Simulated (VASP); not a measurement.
**Sb: equation of state with PBE**

The system is Sb.

```
Sb
1.0
    -1.87134    1.87134    1.87134
     1.87134   -1.87134    1.87134
     1.87134    1.87134   -1.87134
Sb
1
Cartesian
  0.0000 0.0000 0.0000
```

This isn't the form of Sb at room conditions, which is rhombohedral.

```json
{"Program": "VASP 6.6.1", "Task": "equation of state", "Functional": "PBE", "Potentials or basis": "VASP PAW PBE potentials, release 64 (Sb)", "Cutoff": "520 eV", "k mesh": "10 × 10 × 10", "Occupations": "fermi-dirac, width 0.05 eV", "Spin": "no spin polarisation", "Further INCAR settings": "ALGO = Normal; EDIFF = 1e-07; NBANDS = 8"}
```

```yaml
Equilibrium_volume: 27.44 Å³/atom
Bulk_modulus: 60 GPa
Pressure_derivative_of_the_bulk_modulus: 4.1
```

Energy against volume, from the lowest point:
```
volume (Å³/atom)  energy (meV/atom)
          24.640              64.58
          25.165              41.10
          25.689              23.42
          26.213              11.00
          26.737               3.34
          27.262               0.00
          27.786               0.55
```

All runs of the series together: 35 s on 1 thread of Intel(R) Xeon(R) 6975P-C (Granite Rapids) (shared host).

Spin-orbit coupling is left out, which matters for the levels of Sb.
